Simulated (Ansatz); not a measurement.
# Piezoelectric tensor of AlN

Theory: Ansatz 0.2.0, DFT PBE, scalar-relativistic, plane waves, PAW. Cutoff 420 eV, 12×12×2 k-points (Γ-centred), fixed occupations. No spin polarisation.

The cell, relaxed at this level:
```yaml
crystal:
  lattice:
    - [3.12078, 0.00000, 0.00000]
    - [-1.56039, 2.70267, 0.00000]
    - [0.00000, 0.00000, 20.22402]
  atoms:
    - { symbol: Al, position: [0.33333, 0.66667, 0.82754] }
    - { symbol: Al, position: [0.00000, 0.00000, 0.70199] }
    - { symbol: Al, position: [0.66667, 0.33333, 0.32855] }
    - { symbol: Al, position: [0.66667, 0.33333, 0.57749] }
    - { symbol: Al, position: [0.00000, 0.00000, 0.45300] }
    - { symbol: Al, position: [0.33333, 0.66667, 0.07750] }
    - { symbol: Al, position: [0.00000, 0.00000, 0.20305] }
    - { symbol: Al, position: [0.66667, 0.33333, 0.95304] }
    - { symbol: N, position: [0.66667, 0.33333, 0.04722] }
    - { symbol: N, position: [0.66667, 0.33333, 0.67169] }
    - { symbol: N, position: [0.33333, 0.66667, 0.92226] }
    - { symbol: N, position: [0.00000, 0.00000, 0.29777] }
    - { symbol: N, position: [0.00000, 0.00000, 0.79673] }
    - { symbol: N, position: [0.00000, 0.00000, 0.54719] }
    - { symbol: N, position: [0.33333, 0.66667, 0.17224] }
    - { symbol: N, position: [0.66667, 0.33333, 0.42272] }
```

It was reached by relaxing an invented guess, and it needn't be the stable form of this composition.

Task: Give the relaxed-ion proper piezoelectric stress tensor e_iJ (C/m², Voigt columns xx yy zz yz xz xy).

Result:
```
x    0.00  0.00  0.00  0.00 -0.28  0.00
y    0.00  0.00  0.00 -0.28  0.00  0.00
z   -0.41 -0.41  0.94  0.00  0.00  0.00
```
Signs follow the orientation of the cell as given.

Task: With the elastic constants (GPa, Voigt order)
C11 = 369.2, C12 = 132.8, C13 = 84.4, C22 = 369.2, C23 = 84.4, C33 = 396.4, C44 = 106.6, C55 = 106.6, C66 = 118.2 GPa; the others vanish.
find the strain coefficients d = e·C⁻¹ (pC/N).

Result:
```
x    0.00  0.00  0.00  0.00 -2.67  0.00
y    0.00  0.00  0.00 -2.67  0.00  0.00
z   -1.31 -1.31  2.94  0.00  0.00  0.00
```
